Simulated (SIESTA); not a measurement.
Bi2TeSe2 (Skippenite):

```xyz
5
Lattice="2.0915 1.2075 9.7123 -2.0915 1.2075 9.7123 0.0000 -2.4151 9.7123" Properties=species:S:1:pos:R:3 pbc="T T T"
Bi    0.0000    0.0000   17.5387
Bi    0.0000    0.0000   11.5983
Te    0.0000    0.0000    0.0000
Se    0.0000    0.0000   22.9716
Se    0.0000    0.0000    6.1654
```

```yaml
Program: SIESTA 5.4.2
Task: single point
Functional: PBEsol
Potentials_or_basis: PseudoDojo 0.4 standard (PBEsol files)
Basis: DZP (energy shift 0.003 Ry; two zetas on semicore shells)
Grid_cutoff: 500 Ry
Energy_shift: 0.003 Ry
k_mesh: 7 × 7 × 7
Occupations: fermi-dirac, width 0.05 eV
Spin: no spin polarisation
```

On this cell: pressure 3.4 GPa; largest force 1.617 eV/Å; band gap on the k mesh 0.44 eV, direct.

The same run follows on a disturbed copy (atoms moved at random, drawn with an rms of 0.05 Å):

```
CELL_PARAMETERS angstrom
2.09150 1.20753 9.71233
-2.09150 1.20753 9.71233
0.00000 -2.41506 9.71233
ATOMIC_POSITIONS crystal
Bi 0.60885 0.58687 0.61033
Bi 0.39785 0.39883 0.39686
Te 0.00654 0.99197 0.00597
Se 0.79239 0.78605 0.78271
Se 0.23706 0.21077 0.19143
```

Question: What does the disturbed cell give?

Answer: The energy moves by +5.5 meV/atom; pressure 4.1 GPa; largest force 1.648 eV/Å; band gap on the k mesh 0.48 eV, direct.

Forces in eV/Å, atoms in the order of the input:
```
Bi  -0.027  0.305 -1.193
Bi   0.116 -0.089  1.641
Te  -0.046  0.185 -0.415
Se  -0.004 -0.001 -0.100
Se  -0.039 -0.400  0.067
```

Stress tensor (GPa, compression positive):
```
 3.65 -0.26  0.39
-0.26  4.17  0.63
 0.39  0.63  4.61
```

Caveats: spin-orbit coupling is left out, which as a rule narrows the gap of such compounds by several tenths of an eV; an odd mesh through Γ misses points on the zone boundary, where band edges often lie; the basis of atomic orbitals isn't converged, which shifts pressures, moduli and gaps; forces of over 1 eV/Å show positions far from the minimum, so gaps and moduli don't describe the material at rest (some runs).
